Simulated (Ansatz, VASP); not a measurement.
# Two plane-wave programs on TiC

The input POSCAR:

```
TiC
1.0
    0.0000000000      2.1657188437      2.1657188437
    2.1657188437      0.0000000000      2.1657188437
    2.1657188437      2.1657188437      0.0000000000
Ti C
1 1
Direct
    0.0000000000      0.0000000000      0.0000000000
    0.5000000000      0.5000000000      0.5000000000
```

INCAR.step1

```
  PREC = Accurate
  ENCUT = 520
  ISMEAR = 0
  SIGMA = 0.1
  LREAL = F
  LASPH = T
  NELM = 60
  NBANDS = 15
  GGA = PE
  ALGO = Normal
  EDIFF = 1E-4
  LWAVE = T
  LCHARG = F
```

INCAR.step2

```
  PREC = Accurate
  ENCUT = 520
  EDIFF = 1E-7
  ISMEAR = 0
  SIGMA = 0.1
  LREAL = F
  LASPH = T
  NELM = 60
  ALGO = Normal
  ISIF = 2
  LWAVE = F
  LCHARG = F
  METAGGA = R2SCAN
  LMIXTAU = T
  NBANDS = 15
  ISTART = 1
```

File KPOINTS:

```
Automatic mesh
0
Gamma
  8 8 8
```

Input for Ansatz:

```yaml
crystal:
  lattice:
    - [0.0, 2.1657188437, 2.1657188437]
    - [2.1657188437, 0.0, 2.1657188437]
    - [2.1657188437, 2.1657188437, 0.0]
  atoms:
    - { symbol: Ti, position: [0.0, 0.0, 0.0] }
    - { symbol: C, position: [0.5, 0.5, 0.5] }
basis:
  ecutwfc: 500
kpoints:
  mp_grid: { grid: [8, 8, 8] }
hamiltonian:
  xc: r2scan
scf:
  occupations: { method: gaussian, width: 0.1 }
  lower_state_search: "off"
output:
  forces: true
  stress: true
  eigenvalues: true
```

Alike in both runs: task single point; functional r2SCAN; k mesh 8 × 8 × 8; occupations gaussian, width 0.1 eV; no spin polarisation.

```csv
,VASP,Ansatz
version,VASP 6.6.1,Ansatz 0.2.0
potentials or method,"VASP PAW PBE potentials, release 64 (Ti_sv, C)","scalar-relativistic, plane waves, PAW"
plane-wave cutoff (eV),520,500
valence electrons in the cell,16,16
```

Ansatz gave:

* gap on the k mesh at the Fermi level (eV): none
* pressure (GPa): -0.6

**Question.** Which values does VASP return?

**Answer.** gap on the k mesh at the Fermi level (eV): none; pressure (GPa): 0.3.

A gap of «none» marks a metal or a gap that the smearing closes.

Caveats: the PAW data sets were made with another functional, which shifts forces and pressure a little (VASP).
